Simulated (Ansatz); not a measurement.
The system is Ni.

```xyz
1
Lattice="0.0000 1.7376 1.7376 1.7376 0.0000 1.7376 1.7376 1.7376 0.0000" Properties=species:S:1:pos:R:3 pbc="T T T"
Ni    0.0000    0.0000    0.0000
```

Base run:

* Program: Ansatz 0.2.0
* Functional: PBEsol
* Potentials or basis: Ansatz PAW
* Cutoff: 420 eV (not typed: the program's choice for these potentials)
* k mesh: 11 × 11 × 11
* Occupations: fermi-dirac, width 0.05 eV
* Spin: collinear spin, ferromagnetic start
* Starting moments: [1.2] μB
* Fixed moment: 1.2 μB

Its results: pressure 4.6 GPa; site moments Ni +1.18 μB.

The run is repeated on the same cell with these changes: fixed moment from 1.2 μB to 1.5 μB; moments at the start from [1.2] to [1.5]. What comes out?

Pressure 10.7 GPa; site moments Ni +1.42 μB.

Caveats: the total moment is fixed, so each spin has its own Fermi level; the PAW data sets come from PBE, with cores solved anew for the run's functional, which leaves a small shift of forces and pressure; the thresholds are loose for stress.
